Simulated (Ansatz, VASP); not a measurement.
**TiS2 in VASP and in Ansatz**

File INCAR:

```
SYSTEM = TiS2
PREC = Accurate
ENCUT = 520
EDIFF = 1E-7
ISMEAR = -1
SIGMA = 0.05
LREAL = .False.
LASPH = .True.
NELM = 60
ALGO = Normal
ISIF = 2
LWAVE = .False.
LCHARG = .False.
GGA = PE
NBANDS = 19
```

File KPOINTS:

```
regular mesh
0
Gamma
  9 9 5
  0 0 0
```

File POSCAR:

```
TiS2
1.0
    3.4568998858      0.0000000000      0.0000000000
   -1.7284499429      2.9937631195      0.0000000000
    0.0000000000      0.0000000000      5.7699428048
Ti S
1 2
Direct
    0.0000000000      0.0000000000      0.0000000000
    0.6666666667      0.3333333333      0.7500000000
    0.3333333333      0.6666666667      0.2500000000
```

input.yaml

```yaml
crystal:
  lattice:
    - [3.4568998858, 0.0, 0.0]
    - [-1.7284499429, 2.9937631195, 0.0]
    - [0.0, 0.0, 5.7699428048]
  atoms:
    - { symbol: Ti, position: [0.0, 0.0, 0.0] }
    - { symbol: S, position: [0.6666666667, 0.3333333333, 0.75] }
    - { symbol: S, position: [0.3333333333, 0.6666666667, 0.25] }
hamiltonian:
  xc: pbe
  pseudopotentials: { kind: paw }
kpoints:
  mp_grid: { grid: [9, 9, 5] }
scf:
  occupations: { method: fermi_dirac, width: 0.05 }
output:
  forces: true
  stress: true
  eigenvalues: true
```

Change from the starting cell: volume scaled by 1.04.

Alike in both runs: task single point; functional PBE; k mesh 9 × 9 × 5; occupations fermi-dirac, width 0.05 eV; no spin polarisation.

|  | VASP | Ansatz |
| --- | --- | --- |
| version | VASP 6.6.1 | Ansatz 0.2.0 |
| potentials or method | VASP PAW PBE potentials, release 64 (Ti_sv, S) | Ansatz PAW |
| plane-wave cutoff (eV) | 520 | 420 |
| valence electrons in the cell | 24 | 24 |

|  | VASP | Ansatz | Ansatz less VASP |
| --- | --- | --- | --- |
| gap on the k mesh at the Fermi level (eV) | none | none | - |
| pressure (GPa) | -3.2 | -3.1 | +0.04 |
| largest component of the traceless stress (GPa) | 0.74 | 0.68 | -0.055 |
| rms of the force components (eV/Å) | 0.252 | 0.255 | +0.0029 |

Atom by atom the forces differ by 0.003 eV/Å (rms over components). A gap of «none» marks a metal or a gap that the smearing closes.

Caveats: this functional lacks dispersion, which binds the layers, so the pressure and a relaxed spacing across them are unreliable.
